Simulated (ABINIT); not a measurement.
Runs of ABINIT 10.8.3 (patched build) on Si2Ni. The structure is cubic, space group Fm-3m (No. 225). Conventional cell: a = 5.406 Å, b = 5.406 Å, c = 5.406 Å, α = 90.00°, β = 90.00°, γ = 90.00°. Ni (site symmetry m-3m) is surrounded by 8 Si at 2.34 Å. Si (site symmetry -43m) has 4 Ni at 2.34 Å as nearest neighbours. 

| task | level | potentials or basis | U | cell | k mesh | cutoff (eV) | double counting (usepawu) | occupation projector (dmatpuopt) | perturbed atom | perturbed element | parameter computed | mesh quality | gap on the mesh (eV) | pressure (GPa) | moment (μB) |
| --- | --- | --- | --- | --- | --- | --- | --- | --- | --- | --- | --- | --- | --- | --- | --- |
| Hund's J by linear response | LDA+U | JTH PAW LDA v2.0 | Ni d U = 2 eV | as given | 4 × 4 × 4 | 1116 | 1 | 1 | 1 | Ni | J | coarse | none | -3.7 | 0.00 |
| relaxation of cell and atoms | LDA | PseudoDojo NC SR LDA v0.4.1 standard | - | relaxed | 7 × 7 × 7 | 1333 | - | - | - | - | - | not flagged | none | 0.0 | 0.00 |
| single point | PBE+U | Ansatz PAW PBE default generated set, frozen core | Ni d U = 7 eV, J = 0.7 eV | as given | 7 × 7 × 7 | 381 | 2 | - | - | - | - | not flagged | none | 3.3 | 0.00 |
| Hubbard U by linear response | RPBE+U | JTH PAW PBE v2.0 | Ni d U = 0 eV | as given | 4 × 4 × 4 | 1116 | 1 | 3 | 1 | Ni | U | coarse | none | (a) | 0.00 |
| single point | LDA | PseudoDojo NC SR LDA v0.4.1 standard | - | cell relaxed | 7 × 7 × 7 | 1333 | - | - | - | - | - | not flagged | none | 0.0 | 0.00 |

Alike in all rows: spin collinear, ferromagnetic start; smearing fermi-dirac 0.05 eV.

**Question.** Estimate the missing entries.

**Answer.** (a) 7.0.

Caveats: some runs use coarse meshes; the U is typed as a test and isn't derived for this compound (some runs); the shifted atom has its images in every cell, so this scalar value isn't converged in cell size and belongs to these projectors alone (some runs); the starting moments collapsed, and a magnetic state may lie lower (some runs); small starting moments can end in a higher magnetic state in this program (some runs); the atomic spheres overlap (some runs); the PAW data sets were made with another functional, which shifts forces and pressure a little (some runs).

A gap of «none» marks a metal or a gap under the smearing width.
